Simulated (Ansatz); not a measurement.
The system is TiSe.

```
Ti Se
1.0
     0.00000    3.10300    3.10300
     3.10300    0.00000    3.10300
     3.10300    3.10300    0.00000
Ti Se
1 1
Direct
  0.00000 0.00000 0.00000
  0.25000 0.25000 0.25000
```

The cell comes from a database or a generator and needn't be the stable form of this composition.

Base run:

| Item | Value |
| --- | --- |
| Program | Ansatz 0.2.0 |
| Functional | r2SCAN |
| Potentials or basis | Ansatz PAW |
| Cutoff | 500 eV (not typed: the program's choice for these potentials) |
| k mesh | 8 × 8 × 8 |
| Occupations | fermi-dirac, width 0.05 eV |
| Spin | no spin polarisation |
| Hubbard terms | Ti d U = 8 eV |

Its results: band gap on the k mesh none (metal or under the smearing width); pressure -6.2 GPa.

The run is repeated on the same cell with these changes: hubbard terms from Ti d U = 8 eV to Ti d U = 2 eV. What comes out?

Band gap on the k mesh none (metal or under the smearing width); pressure -9.7 GPa.

Caveats: U without spin polarisation on a metal has little footing; the PAW data sets come from PBE, with cores solved anew for the run's functional, which leaves a small shift of forces and pressure.
